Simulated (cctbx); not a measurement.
**Which space group?**

Cell: a = 5.1600 Å, b = 5.1600 Å, c = 5.1600 Å, α = 90.00°, β = 90.00°, γ = 90.00°. Expected content of the cell: Yb3 Ho1.

The data are simulated with cctbx, not measured: Mo Kα, λ = 0.71073 Å, to d = 0.8 Å, 95 % of the full sphere, strongest reflection 70000 counts, noise from counting, a 2 % proportional error and a noise floor of 15 counts (s.d.); no absorption.

A first pass over the reflections prints:

```text
1080 reflections to d = 0.806 A
centring   violations  <I/sigma> of those
    A          0 of   540      0.2
    B          0 of   538      0.2
    C          0 of   546      0.2
    I        130 of   557     11.0
    R        175 of   707     11.6
    F          0 of   812      0.2
Laue class    unique    Rint  (classes that these axes allow; Friedel mates merged)
F m m m            51   0.015
F m -3             19   0.016
F m -3 m           16   0.016
space group    extra absences  I>4sigma  <I/sigma>
F 4 3 2                 0          0         -  acentric
F -4 3 m                0          0         -  acentric
F m -3 m                0          0         -  centric
Wilson B = 1.76 A^2   <|E^2-1|> = 0.645 (0.968 centric, 0.736 acentric)   E^2>4: 0.0 %
shell (A)         n   <I/sigma>
 2.98 - 1.16      7    154.7
 1.16 - 0.93      4    190.0
 0.93 - 0.82      5    176.9
```

Q: Read the symmetry from these tables.

The reflections that A, B, C and F centring forbids are absent (⟨I/σ⟩ near 0), so the lattice is F. F holds A, B and C together. The true lattice is P: the reflections that would show it are too weak in these data.

Rint stays low (0.015) up to F m -3 m, the highest class in these axes.

3 settings pass the absence test. No glide or screw absences show, which leaves F 4 3 2, F -4 3 m and F m -3 m.

⟨|E²−1|⟩ = 0.645 leans to a non-centrosymmetric structure, or to twinning, which lowers it. Here that hint misleads: the statistic assumes many like atoms on general positions, and few, heavy or special-position atoms break it. The Wilson B of 1.76 Å² means U ≈ 0.0223 Å².

The true group is Pm-3m (no. 221), Laue class m-3m, centrosymmetric. It isn't in the list: pseudo-symmetry or weak reflections misled the tests.

The model was made for the exercise: a known structure type with other elements put in, its volume estimated, not relaxed; displacement parameters are assumed.

[Logs are printed without paths, hosts, clocks, repeated set-up lines and the standing remarks that a program may print on its own settings, such as how far it seeks lower states.]
